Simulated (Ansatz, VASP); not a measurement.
## One calculation of AlN, two programs

```
Al N
1.0
     0.00000    2.03545    2.26526
     2.26526    0.00000    2.26526
     2.26526    2.03545    0.00000
Al N
1 1
Direct
  0.99099 0.00901 0.00901
  0.76736 0.73264 0.73264
```

Change from the starting cell: mode 4 frozen in at -0.076 Å, strain +e along z and -e/2 along x and y -0.0700.

Alike in both runs: task single point; functional PBEsol; k mesh 10 × 10 × 10; occupations gaussian, width 0.05 eV; no spin polarisation.

|  | VASP | Ansatz |
| --- | --- | --- |
| version | VASP 6.6.1 | Ansatz 0.2.0 |
| potentials or method | VASP PAW PBE potentials, release 64 (Al, N) | scalar-relativistic, plane waves, PAW |
| plane-wave cutoff (eV) | 520 | 520 |
| valence electrons in the cell | 8 | 8 |

|  | VASP | Ansatz | Ansatz less VASP |
| --- | --- | --- | --- |
| gap on the k mesh at the Fermi level (eV) | 2.55 | 2.56 | +0.009 |
| least direct gap on the mesh (eV) | 3.63 | 3.62 | -0.015 |
| pressure (GPa) | 1.7 | 1.7 | -0.05 |
| largest component of the traceless stress (GPa) | 8.29 | 8.15 | -0.140 |
| rms of the force components (eV/Å) | 1.012 | 1.004 | -0.0081 |

Atom by atom the forces differ by 0.008 eV/Å (rms over components). The functional is the same, so the differences come from potentials, cutoffs and numerics. Ansatz warned: «pseudo_functional_mismatch».

Caveats: the PAW data sets were made with another functional, which shifts forces and pressure a little (VASP). A k mesh can miss the band edges.
